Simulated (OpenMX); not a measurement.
Nb:

```
Nb
1.0
     0.00000    2.11500    2.11500
     2.11500    0.00000    2.11500
     2.11500    2.11500    0.00000
Nb
1
Direct
  0.00000 0.00000 0.00000
```

This isn't the form of Nb at room conditions, which is bcc.

| Quantity | Value |
| --- | --- |
| Program | OpenMX 3.8.5 |
| Task | single point |
| Functional | PBE |
| Potentials or basis | OpenMX 2013 PBE set, Nb7.0-s3p2d2, grid cutoff 350 Ry |
| k mesh | 11 × 11 × 11 |
| Occupations | fermi-dirac, width 0.05 eV |
| Spin | no spin polarisation |

On this cell: pressure 0.0 GPa; band gap on the k mesh none (metal or under the smearing width).

The same run follows on a disturbed copy (cell strained at random at fixed volume):

```xyz
1
Lattice="-0.0410 2.1934 2.1088 2.0464 0.0498 2.0180 2.1263 2.1824 -0.0300" Properties=species:S:1:pos:R:3 pbc="T T T"
Nb   -0.0098    0.0653    0.0554
```

Q: What does the disturbed cell give?

A: The energy (extrapolated to zero smearing) moves by -19.6 meV/atom; pressure -0.3 GPa; band gap on the k mesh none (metal or under the smearing width).

The energy falls, though the first cell shows no forces: that form is unstable against this distortion, unless noise or another electronic state is at work.

Caveats: the basis of atomic orbitals isn't converged, which shifts pressures, moduli and gaps.
